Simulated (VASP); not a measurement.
Write the native input for VASP 6.6.1 that does the following.

- Task: relaxation of cell and atoms
- Functional: LDA
- Potentials or basis: VASP PAW LDA potentials, release 64 (Sn_d)
- Cutoff: 600 eV
- k mesh: 6 × 6 × 6
- Occupations: fermi-dirac, width 0.05 eV
- Spin: no spin polarisation
- Ladder: gaps
- Further INCAR settings: ALGO = Normal; EDIFF = 1e-06; IBRION = 2; EDIFFG = -0.005; NSW = 60; ISIF = 3

The structure of Sn lies in POSCAR:

```
Sn
1.0
    0.0000000000      3.2333428000      3.2333428000
    3.2333428000      0.0000000000      3.2333428000
    3.2333428000      3.2333428000      0.0000000000
Sn
2
Direct
    0.7500000000      0.7500000000      0.7500000000
    0.5000000000      0.5000000000      0.5000000000
```

This isn't the form of Sn at room conditions, which is tetragonal (white tin).

One way to write it, as run:

INCAR

```
SYSTEM = Sn
  PREC = Accurate
  ENCUT = 600
  EDIFF = 1E-6
  ISMEAR = -1
  SIGMA = 0.05
  LREAL = .FALSE.
  LASPH = .TRUE.
  NELM = 100
  ALGO = Normal
  ISIF = 3
  LWAVE = .FALSE.
  LCHARG = .FALSE.
  GGA = CA
  IBRION = 2
  NSW = 60
  EDIFFG = -0.005
```

KPOINTS

```
Automatic mesh
0
G
  6 6 6
  0 0 0
```

Potentials or basis: VASP PAW LDA potentials, release 64 (Sn_d).

Run with:

```console
$ cat potpaw_LDA.64/Sn_d/POTCAR > POTCAR
$ mpirun -np 1 vasp_std > vasp.out
```

It gave:

```yaml
Relaxed_volume: 33.99 Å³/atom
Relaxed_cell: a = 4.581 Å, b = 4.581 Å, c = 4.581 Å, α = 60.00°, β = 60.00°, γ = 60.00°
Space_group_after_relaxing_to_0.05_Å: Fd-3m (No. 227)
Energy_gained_by_relaxing: 0.1 meV/atom
Ionic_steps: 3
Pressure_after_relaxing: 0.0 GPa
Band_gap_on_the_k_mesh: none (metal or under the smearing width)
```

Run time: 41 s on 1 thread of Intel(R) Xeon(R) Platinum 8259CL CPU @ 2.50GHz (Skylake/Cascade Lake), on a shared host, peak memory 0.19 GiB.
